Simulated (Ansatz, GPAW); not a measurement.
# Geometry or basis: what sets the conductance of a Sn chain with one Pt atom in line

How well does a Sn chain with one Pt atom in line conduct once its atoms have relaxed, and how much do cheaper levels lose?

Method: Ansatz plane waves; relaxation of the junction with the lead ends held; PAW set soft_1, in the first sound run; inputs show where later runs differ, in GPAW 26.7.0 and Ansatz 0.2.0.

### 1. The starting structure

The cell holds 13 atoms: 12 Sn and 1 Pt. Cell: a = 9.000 Å, b = 9.000 Å, c = 35.342 Å, α = 90.0°, β = 90.0°, γ = 90.0°. Regions: left lead, 6 atoms (6 Sn); channel, 1 atom (1 Pt); right lead, 6 atoms (6 Sn). Vacuum lies along a and b. The structure is stacked along c, and the current runs across the ab planes.

### 2. Relaxation

Transmission follows bond lengths closely, so the atoms between the held lead ends are relaxed first, from a slightly shaken start that lets symmetry break.

Input file input.yaml:

```yaml
crystal:
  lattice:
    - [9.0, 0.0, 0.0]
    - [0.0, 9.0, 0.0]
    - [0.0, 0.0, 35.3424]
  atoms:
    - { symbol: Sn, position: [0.5, 0.5, 0.0389051111] }
    - { symbol: Sn, position: [0.5, 0.5, 0.1167153334] }
    - { symbol: Sn, position: [0.5, 0.5, 0.1945255557] }
    - { symbol: Sn, position: [0.5, 0.5, 0.272335778] }
    - { symbol: Sn, position: [0.5060891885, 0.4897388936, 0.3509592421] }
    - { symbol: Sn, position: [0.5002321241, 0.5043941667, 0.4282835596] }
    - { symbol: Pt, position: [0.5060908621, 0.5001058125, 0.4995618044] }
    - { symbol: Sn, position: [0.5019349497, 0.5014403562, 0.5717408784] }
    - { symbol: Sn, position: [0.4991756539, 0.5023981356, 0.6504518505] }
    - { symbol: Sn, position: [0.5, 0.5, 0.727664222] }
    - { symbol: Sn, position: [0.5, 0.5, 0.8054744443] }
    - { symbol: Sn, position: [0.5, 0.5, 0.8832846666] }
    - { symbol: Sn, position: [0.5, 0.5, 0.9610948889] }
kpoints:
  mp_grid: { grid: [1, 1, 2] }
hamiltonian:
  xc: pbe
  pseudopotentials: { kind: paw, azcp: { folder: soft_1 } }
scf:
  occupations: { method: fermi_dirac, width: 0.1 }
relax:
  f_tol: 0.03
  max_steps: 80
  constraints: [{ sites: [0, 1, 2, 3, 9, 10, 11, 12] }]
```

On the command line:

```
$ ansatz run input.yaml --threads 4 --pin off --max-ram 8192MiB --backend cpu --events-out ev --progress --plain --runs-dir out
```

Numbers of over 12 decimals in the logs are rounded to 6 here.

Output:

```text
Engine: ansatz 0.2.0, aarch64-unknown-linux-gnu
Pseudopotentials: kind: paw
Pseudopotential: Sn, paw, valence charge 14, recommended cutoff 420 eV (normal), soft_1/Sn.paw.azcp
Pseudopotential: Pt, paw, valence charge 18, recommended cutoff 420 eV (normal), soft_1/Pt.paw.azcp
Functional definition: PBE
  parameter kappa = 0.804
  parameter beta = 0.066725
  exchange = pbe_x(kappa = kappa, mu = beta*pi^2/3)
  correlation = pbe_c(beta = beta)
Crystal: 13 atoms, lattice volume = 2862.734 Å³
Basis set: ecut = 420 eV, 55915 PW (Γ), exchange–correlation on 128×128×480 points (8 copies of the dense FFT grid, shifted against one another)
Bands: 112, of which v1, the nominal top of the filled ones, is band 93 counted from 1 (92 counted from 0)
Symmetry: 1 space group operations
Space group: P1 (ITA 1), of the structure as read, at distance tolerance 1.4e-4 Å
k-points: 2
Non-local potential: Sn, projectors of the file, l = 0: 2, l = 1: 2, l = 2: 2, l = 3: 1
Non-local potential: Pt, projectors of the file, l = 0: 3, l = 1: 2, l = 2: 2, l = 3: 1
PAW form: soft (Blöchl's): semilocal exchange-correlation on the pseudo side does not see the compensation charge
PAW one-centre angular grid: Sn, 590 points (default); XC on 64 Gauss nodes
PAW one-centre angular grid: Pt, 590 points (default); XC on 64 Gauss nodes
Initial density: superposition of atomic densities (neutral atoms: chi_scale 0, normalization atom)
Initial wavefunctions: pseudopotential atomic-orbital guess
Functional: x = pbe(κ = 0.804, μ = 0.219515), c = pbe(β = 0.066725)
iter 1 solved again at ethr=2.04e-3 eV; its pass at ethr=3.10e-3 eV (dr2=3.79e0 eV) is discarded
SCF iter   1: F=—  HF=-84800.014283 eV  |F-HF|=—  |Δ(HF+E_count)|=         —  Δρ=7.37e-3  dr2=3.83e0  ethr=2.04e-3  ⟨swp⟩=1.0  Hψ=1107  notcnv=0
preconditioner: auto → LDOS  [metal: Δε(μ)=0.173 eV  Ē_g=5.224 eV  σ=0.100 eV  W_gap=0.36  n_scr=262 (ndim 8)  ℏωp=5.3 eV  f_vac=0.700  D(μ)=13.22/eV (n_scr^D=38)  β→1.0]
SCF iter   2: F=—  HF=-84799.043558 eV  |F-HF|=—  |Δ(HF+E_count)|=   9.71e-1  Δρ=9.53e-3  dr2=1.10e1  ethr=2.04e-3  ⟨swp⟩=4.0  Hψ=346  notcnv=0  recentre
SCF iter   3: F=—  HF=-84799.055088 eV  |F-HF|=—  |Δ(HF+E_count)|=   1.15e-2  Δρ=2.98e-3  dr2=8.67e-1  ethr=2.04e-3  ⟨swp⟩=3.0  Hψ=329  notcnv=0
SCF iter   4: F=—  HF=-84798.911731 eV  |F-HF|=—  |Δ(HF+E_count)|=   1.43e-1  Δρ=8.10e-4  dr2=4.93e-2  ethr=4.66e-4  ⟨swp⟩=2.5  Hψ=329  notcnv=0
SCF iter   5: F=—  HF=-84798.905036 eV  |F-HF|=—  |Δ(HF+E_count)|=   6.69e-3  Δρ=5.02e-4  dr2=1.32e-2  ethr=2.65e-5  ⟨swp⟩=2.0  Hψ=411  notcnv=0
SCF iter   6: F=—  HF=-84798.904157 eV  |F-HF|=—  |Δ(HF+E_count)|=   8.80e-4  Δρ=9.08e-5  dr2=4.74e-4  ethr=7.12e-6  ⟨swp⟩=2.0  Hψ=403  notcnv=0
SCF iter   7: F=—  HF=-84798.904212 eV  |F-HF|=—  |Δ(HF+E_count)|=   5.59e-5  Δρ=4.07e-5  dr2=1.88e-4  ethr=2.55e-7  ⟨swp⟩=2.0  Hψ=405  notcnv=0
SCF iter   8: F=—  HF=-84798.904209 eV  |F-HF|=—  |Δ(HF+E_count)|=   3.04e-6  Δρ=2.36e-5  dr2=5.97e-5  ethr=1.01e-7  ⟨swp⟩=2.0  Hψ=379  notcnv=0
SCF iter   9: F=-84798.904199 eV  HF=-84798.904206 eV  |F-HF|=7.04e-6  |Δ(HF+E_count)|=   3.35e-6  Δρ=7.91e-6  dr2=7.57e-6  ethr=1.21e-8  ⟨swp⟩=4.5  Hψ=671  notcnv=0
SCF 1 converged in 9 iterations: F = -84798.904199 eV  dr2 = 7.57e-6
  greatest PAW one-centre occupation: 1.000 electrons in one spin orbital (limit 2), on the Pt atom at site 6 (counted from 0), in its partial waves of l = 0
relax step   1: F+E_penalty+E_count = -84798.90419905 eV  Δ(F+E_penalty+E_count) = +0.000e0 eV  max|allowed force component| = 4.668e-1 eV/Å  Δτ_max = 0.0000 Å  (9 SCF iters, dr2 threshold 2.25e-5 eV, accepted)
Initial density: handed on by an earlier stage of this run
Initial wavefunctions: those handed on with the density
iter 1 solved again at ethr=6.87e-5 eV; its pass at ethr=3.10e-3 eV (dr2=1.28e-1 eV) is discarded
SCF iter   1: F=—  HF=-84798.937189 eV  |F-HF|=—  |Δ(HF+E_count)|=         —  Δρ=8.71e-4  dr2=1.17e-1  ethr=6.87e-5  ⟨swp⟩=2.0  Hψ=656  notcnv=0
preconditioner: auto → LDOS  [metal: Δε(μ)=0.223 eV  Ē_g=4.996 eV  σ=0.100 eV  W_gap=0.48  n_scr=262 (ndim 8)  ℏωp=5.3 eV  f_vac=0.716  D(μ)=14.23/eV (n_scr^D=38)  β→1.0]
SCF iter   2: F=—  HF=-84798.928682 eV  |F-HF|=—  |Δ(HF+E_count)|=   8.51e-3  Δρ=4.19e-4  dr2=1.21e-2  ethr=6.26e-5  ⟨swp⟩=2.0  Hψ=251  notcnv=0
SCF iter   3: F=—  HF=-84798.927753 eV  |F-HF|=—  |Δ(HF+E_count)|=   9.29e-4  Δρ=1.86e-4  dr2=2.69e-3  ethr=6.51e-6  ⟨swp⟩=2.0  Hψ=409  notcnv=0
SCF iter   4: F=—  HF=-84798.927276 eV  |F-HF|=—  |Δ(HF+E_count)|=   4.77e-4  Δρ=4.62e-5  dr2=1.60e-4  ethr=1.45e-6  ⟨swp⟩=2.0  Hψ=401  notcnv=0
SCF iter   5: F=—  HF=-84798.927283 eV  |F-HF|=—  |Δ(HF+E_count)|=   6.70e-6  Δρ=2.05e-5  dr2=3.11e-5  ethr=8.59e-8  ⟨swp⟩=2.5  Hψ=405  notcnv=0
SCF iter   6: F=-84798.927286 eV  HF=-84798.927287 eV  |F-HF|=1.14e-6  |Δ(HF+E_count)|=   4.59e-6  Δρ=6.86e-6  dr2=2.67e-6  ethr=7.32e-9  ⟨swp⟩=5.0  Hψ=775  notcnv=0
SCF 2 converged in 6 iterations: F = -84798.927286 eV  dr2 = 2.67e-6
relax step   2: F+E_penalty+E_count = -84798.92728632 eV  Δ(F+E_penalty+E_count) = -2.309e-2 eV  max|allowed force component| = 4.229e-1 eV/Å  Δτ_max = 0.0685 Å  (6 SCF iters, dr2 threshold 1.36e-5 eV, accepted)
SCF iter   1: F=—  HF=-84798.977445 eV  |F-HF|=—  |Δ(HF+E_count)|=         —  Δρ=6.49e-4  dr2=5.16e-2  ethr=1.91e-3  ⟨swp⟩=4.5  Hψ=443  notcnv=0
preconditioner: auto → LDOS  [metal: Δε(μ)=0.212 eV  Ē_g=4.979 eV  σ=0.100 eV  W_gap=0.46  n_scr=262 (ndim 8)  ℏωp=5.3 eV  f_vac=0.716  D(μ)=13.82/eV (n_scr^D=38)  β→1.0]
SCF iter   2: F=—  HF=-84798.978018 eV  |F-HF|=—  |Δ(HF+E_count)|=   5.74e-4  Δρ=4.15e-4  dr2=1.70e-2  ethr=2.77e-5  ⟨swp⟩=2.5  Hψ=432  notcnv=0
SCF iter   3: F=—  HF=-84798.976137 eV  |F-HF|=—  |Δ(HF+E_count)|=   1.88e-3  Δρ=1.06e-4  dr2=1.44e-3  ethr=9.16e-6  ⟨swp⟩=2.0  Hψ=396  notcnv=0
SCF iter   4: F=—  HF=-84798.976238 eV  |F-HF|=—  |Δ(HF+E_count)|=   1.01e-4  Δρ=4.14e-5  dr2=1.53e-4  ethr=7.75e-7  ⟨swp⟩=2.0  Hψ=409  notcnv=0
SCF iter   5: F=—  HF=-84798.976264 eV  |F-HF|=—  |Δ(HF+E_count)|=   2.57e-5  Δρ=2.27e-5  dr2=2.92e-5  ethr=8.25e-8  ⟨swp⟩=2.5  Hψ=424  notcnv=0
SCF iter   6: F=-84798.976255 eV  HF=-84798.976261 eV  |F-HF|=5.75e-6  |Δ(HF+E_count)|=   3.02e-6  Δρ=5.63e-6  dr2=7.50e-6  ethr=6.01e-9  ⟨swp⟩=5.0  Hψ=726  notcnv=0
SCF 3 converged in 6 iterations: F = -84798.976255 eV  dr2 = 7.50e-6
relax step   3: F+E_penalty+E_count = -84798.97625506 eV  Δ(F+E_penalty+E_count) = -4.897e-2 eV  max|allowed force component| = 1.870e-1 eV/Å  Δτ_max = 0.1934 Å  (6 SCF iters, dr2 threshold 1.12e-5 eV, accepted)
[... from here on, the SCF cycles and remarks between the steps are left out ...]
relax step   4: F+E_penalty+E_count = -84799.03222257 eV  Δ(F+E_penalty+E_count) = -5.597e-2 eV  max|allowed force component| = 2.523e-1 eV/Å  Δτ_max = 0.2000 Å  (7 SCF iters, dr2 threshold 6.83e-6 eV, accepted)
relax step   5: F+E_penalty+E_count = -84799.07205208 eV  Δ(F+E_penalty+E_count) = -3.983e-2 eV  max|allowed force component| = 4.760e-2 eV/Å  Δτ_max = 0.1957 Å  (6 SCF iters, dr2 threshold 1.24e-5 eV, accepted)
relax step   6: F+E_penalty+E_count = -84799.08458403 eV  Δ(F+E_penalty+E_count) = -1.253e-2 eV  max|allowed force component| = 6.287e-2 eV/Å  Δτ_max = 0.2000 Å  (8 SCF iters, accepted)
relax step   7: F+E_penalty+E_count = -84799.09045648 eV  Δ(F+E_penalty+E_count) = -5.872e-3 eV  max|allowed force component| = 8.231e-2 eV/Å  Δτ_max = 0.1645 Å  (8 SCF iters, accepted)
relax step   8: F+E_penalty+E_count = -84799.09481141 eV  Δ(F+E_penalty+E_count) = -4.355e-3 eV  max|allowed force component| = 4.861e-2 eV/Å  Δτ_max = 0.1234 Å  (6 SCF iters, dr2 threshold 6.78e-6 eV, accepted)
relax step   9: F+E_penalty+E_count = -84799.09976748 eV  Δ(F+E_penalty+E_count) = -4.956e-3 eV  max|allowed force component| = 2.306e-2 eV/Å  Δτ_max = 0.1953 Å  (8 SCF iters, accepted)
relax step  10: F+E_penalty+E_count = -84799.10320836 eV  Δ(F+E_penalty+E_count) = -3.441e-3 eV  max|allowed force component| = 4.500e-2 eV/Å  Δτ_max = 0.1951 Å  (9 SCF iters, accepted)
relax step  11: F+E_penalty+E_count = -84799.10684452 eV  Δ(F+E_penalty+E_count) = -3.636e-3 eV  max|allowed force component| = 4.913e-2 eV/Å  Δτ_max = 0.1952 Å  (8 SCF iters, accepted)
relax step  12: F+E_penalty+E_count = -84799.11009348 eV  Δ(F+E_penalty+E_count) = -3.249e-3 eV  max|allowed force component| = 4.859e-2 eV/Å  Δτ_max = 0.1942 Å  (7 SCF iters, dr2 threshold 2.41e-6 eV, accepted)
relax step  13: F+E_penalty+E_count = -84799.11210481 eV  Δ(F+E_penalty+E_count) = -2.011e-3 eV  max|allowed force component| = 4.745e-2 eV/Å  Δτ_max = 0.1271 Å  (6 SCF iters, dr2 threshold 2.31e-6 eV, accepted)
relax step  14: F+E_penalty+E_count = -84799.11361656 eV  Δ(F+E_penalty+E_count) = -1.512e-3 eV  max|allowed force component| = 1.334e-2 eV/Å  Δτ_max = 0.1173 Å  (6 SCF iters, dr2 threshold 2.15e-6 eV, accepted)
relax step  15: F+E_penalty+E_count = -84799.11361714 eV  Δ(F+E_penalty+E_count) = -5.803e-7 eV  max|allowed force component| = 1.342e-2 eV/Å  Δτ_max = 0.0000 Å  (3 SCF iters, accepted)
relax step  16: F+E_penalty+E_count = -84799.11438674 eV  Δ(F+E_penalty+E_count) = -7.696e-4 eV  max|allowed force component| = 2.315e-2 eV/Å  Δτ_max = 0.1068 Å  (7 SCF iters, accepted)
SCF iter   1: F=—  HF=-84799.114613 eV  |F-HF|=—  |Δ(HF+E_count)|=         —  Δρ=2.50e-4  dr2=2.01e-3  ethr=1.12e-5  ⟨swp⟩=3.5  Hψ=585  notcnv=0
preconditioner: auto → LDOS  [metal: Δε(μ)=0.139 eV  Ē_g=4.910 eV  σ=0.100 eV  W_gap=0.32  n_scr=262 (ndim 8)  ℏωp=5.3 eV  f_vac=0.713  D(μ)=15.57/eV (n_scr^D=42)  β→1.0]
SCF iter   2: F=—  HF=-84799.114566 eV  |F-HF|=—  |Δ(HF+E_count)|=   4.75e-5  Δρ=1.52e-4  dr2=1.16e-3  ethr=1.08e-6  ⟨swp⟩=2.0  Hψ=445  notcnv=0
SCF iter   3: F=—  HF=-84799.114345 eV  |F-HF|=—  |Δ(HF+E_count)|=   2.20e-4  Δρ=4.05e-5  dr2=1.28e-4  ethr=6.22e-7  ⟨swp⟩=2.0  Hψ=410  notcnv=0
SCF iter   4: F=—  HF=-84799.114350 eV  |F-HF|=—  |Δ(HF+E_count)|=   4.61e-6  Δρ=1.25e-5  dr2=1.08e-5  ethr=6.88e-8  ⟨swp⟩=2.0  Hψ=410  notcnv=0
SCF iter   5: F=—  HF=-84799.114564 eV  |F-HF|=—  |Δ(HF+E_count)|=   2.14e-4  Δρ=7.10e-6  dr2=2.57e-6  ethr=5.83e-9  ⟨swp⟩=2.5  Hψ=422  notcnv=0
SCF iter   6: F=—  HF=-84799.114563 eV  |F-HF|=—  |Δ(HF+E_count)|=   2.73e-7  Δρ=1.58e-6  dr2=1.90e-7  ethr=1.38e-9  ⟨swp⟩=2.0  Hψ=410  notcnv=0
SCF iter   7: F=-84799.114563 eV  HF=-84799.114563 eV  |F-HF|=2.43e-8  |Δ(HF+E_count)|=   8.32e-8  Δρ=9.44e-7  dr2=3.99e-8  ethr=5.38e-11  ⟨swp⟩=5.0  Hψ=721  notcnv=0
SCF 17 converged in 7 iterations: F = -84799.114563 eV  dr2 = 3.99e-8
relax step  17: F+E_penalty+E_count = -84799.11456335 eV  Δ(F+E_penalty+E_count) = -1.766e-4 eV  max|allowed force component| = 1.387e-2 eV/Å  Δτ_max = 0.0695 Å  (7 SCF iters, accepted)
SCF converged after 7 iterations
Free energy (F): -84799.114563 eV
Harris-Foulkes:  -84799.114563 eV  (|F-HF|=2.43e-8)
Internal energy: -84798.595168 eV  (E = F + TS)
E sigma→0 (E₀):  -84798.854866 eV
Entropy (-TS):   -0.519396 eV (-39.954 meV/atom)
Fermi energy:    -2.589933 eV
--- Per-component energies (eV) ---
  E_band       = -3732.983519
  E_kinetic    = 2586.211929
  E_local      = -41910.678793  (includes V_loc(G=0)·N_el)
  E_nonlocal   = 1942.907039
  E_hartree    = 19517.391589
  E_xc         = -1718.219561
  E_vxc        = -1198.628010  (∫ρ·V_xc dr)
  E_paw        = -61907.705120  (= ΣΔE_a)
  E_vpaw       = -4187.591230  (= ΣTr[D̂ρ^β])
  E_aug_tail   = 0.004657  (compensation charges beyond the density's cutoff)
  E_ewald      = -3308.506908
  E_smearing   = -0.519396  (= −TS)
  E_closure    = 0.000000  (closes the sum)
  Σ components = -84799.114563   (vs F -84799.114563, Δ=0.00e0)
--- Forces (eV/Å), atoms counted from 1 ---
  atom   1  Sn    -0.00032667    -0.00015640    -0.15392509
  atom   2  Sn     0.02999061     0.00732289    -0.02342458
  atom   3  Sn    -0.00238963    -0.00042985     0.10770554
  atom   4  Sn    -0.02383742    -0.00472888     0.64346274
  atom   5  Sn    -0.00655988    -0.00164574    -0.00136035
  atom   6  Sn     0.00851238     0.00167084     0.00788476
  atom   7  Pt    -0.01242209    -0.00360621     0.00200056
  atom   8  Sn     0.00771936     0.00029958    -0.01386606
  atom   9  Sn    -0.00327814    -0.00090094     0.00558960
  atom  10  Sn    -0.02202294    -0.00400816    -0.64703276
  atom  11  Sn    -0.00364864    -0.00069757    -0.10383203
  atom  12  Sn     0.02740891     0.00678578     0.02626818
  atom  13  Sn     0.00085546     0.00009475     0.15061989
  max |Σ_I F_I| component: 9.04e-5 eV/Å
--- Relaxed structure (17 steps of the walk, 17 accepted, 0 SCFs on fresh bases) ---
  F+E_penalty+E_count = -84799.11456335 eV   max|allowed force component| = 1.387e-2 eV/Å
  atoms:
    - { symbol: Sn, position: [0.5, 0.5, 0.038905] }
    - { symbol: Sn, position: [0.5, 0.5, 0.1167153334] }
    - { symbol: Sn, position: [0.5, 0.5, 0.194526] }
    - { symbol: Sn, position: [0.5, 0.5, 0.272335778] }
    - { symbol: Sn, position: [0.593583, 0.522771, 0.350533] }
    - { symbol: Sn, position: [0.513743, 0.504722, 0.429571] }
    - { symbol: Pt, position: [0.571611, 0.519610, 0.499881] }
    - { symbol: Sn, position: [0.513097, 0.505067, 0.570182] }
    - { symbol: Sn, position: [0.591509, 0.522348, 0.649272] }
    - { symbol: Sn, position: [0.5, 0.5, 0.727664222] }
    - { symbol: Sn, position: [0.5, 0.5, 0.8054744443] }
    - { symbol: Sn, position: [0.5, 0.5, 0.8832846666] }
    - { symbol: Sn, position: [0.5, 0.5, 0.9610948889] }
```

It took 2.4 min on 4 threads of Arm Neoverse V1, shared host; peak memory 3.3 GiB; 9.5 min of CPU time.

Relaxation path:

```tsv
step	energy less that of the first step (eV)	largest force component (eV/Å)
1	0.0000	0.4668
2	-0.0231	0.4229
3	-0.0721	0.1870
4	-0.1280	0.2523
5	-0.1679	0.0476
6	-0.1804	0.0629
7	-0.1863	0.0823
8	-0.1906	0.0486
9	-0.1956	0.0231
10	-0.1990	0.0450
11	-0.2026	0.0491
12	-0.2059	0.0486
13	-0.2079	0.0474
14	-0.2094	0.0133
15	-0.2094	0.0134
16	-0.2102	0.0231
17	-0.2104	0.0139
```

The atoms that moved most (Å):

```tsv
atom	dx	dy	dz	length
Sn9	0.831	0.180	-0.042	0.851
Sn5	0.787	0.297	-0.015	0.842
Pt7	0.590	0.176	0.011	0.615
Sn6	0.122	0.003	0.045	0.130
Sn8	0.100	0.033	-0.055	0.119
```

Numbers from this step:

```
free energy         : -84799.1146 eV
smearing term TS    : 0.5194 eV
symmetry operations : 1
```

The relaxation lowered the energy of the cell by 0.210 eV.

[end of part 1 of 3]

[Logs are printed without paths, hosts, clocks, repeated set-up lines and the standing remarks that a program may print on its own settings, such as how far it seeks lower states.]

[Hosts, paths, dates, database ids (printed as entryN), source tags and the programs' standing remarks are cut or masked in the printed files.]
